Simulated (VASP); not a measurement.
# Os: single point with PBEsol

Os:

```
Os
1.0
    -1.53065    1.53065    1.53065
     1.53065   -1.53065    1.53065
     1.53065    1.53065   -1.53065
Os
1
Direct
  0.00000 0.00000 0.00000
```

This isn't the form of Os at room conditions, which is hcp.

The cell isn't the ideal one: Fe -> Os on all its sites, cell and atoms relaxed.

```yaml
Program: VASP 6.6.1
Task: single point
Functional: PBEsol
Potentials_or_basis: VASP PAW PBE potentials, release 64 (Os)
Cutoff: 520 eV
k_mesh: 10 × 10 × 10
Occupations: gaussian, width 0.1 eV
Spin: no spin polarisation
Dipole_correction: no
Further_INCAR_settings: ALGO = Normal; EDIFF = 1e-06; NBANDS = 10
```

```yaml
Pressure: 0.8 GPa
Band_gap_on_the_k_mesh: none (metal or under the smearing width)
```

Levels at points of the mesh, in eV from the Fermi level:
```
           k point  band 1  band 2  band 3  band 4  band 5  band 6  band 7  band 8  band 9
(0.00, 0.00, 0.00)  -11.03   -3.37   -3.37   -3.37   -0.07   -0.07   16.26   16.26   16.26
(0.50, 0.00, 0.00)   -7.83   -5.47   -0.22   -0.20    0.59    3.33    9.10   12.48   17.17
(0.50, 0.50, 0.50)   -7.44   -7.44    2.49    2.49    2.49    7.92    7.92    7.92   15.50
```

Wall time 3.2 s on 1 thread of AMD EPYC 9R45 96-Core Processor (Zen 5) (shared host), peak memory 0.1 GiB.

Caveat: the PAW data sets were made with another functional, which shifts forces and pressure a little. The run has no spin-orbit coupling, so splittings on Os are missing.
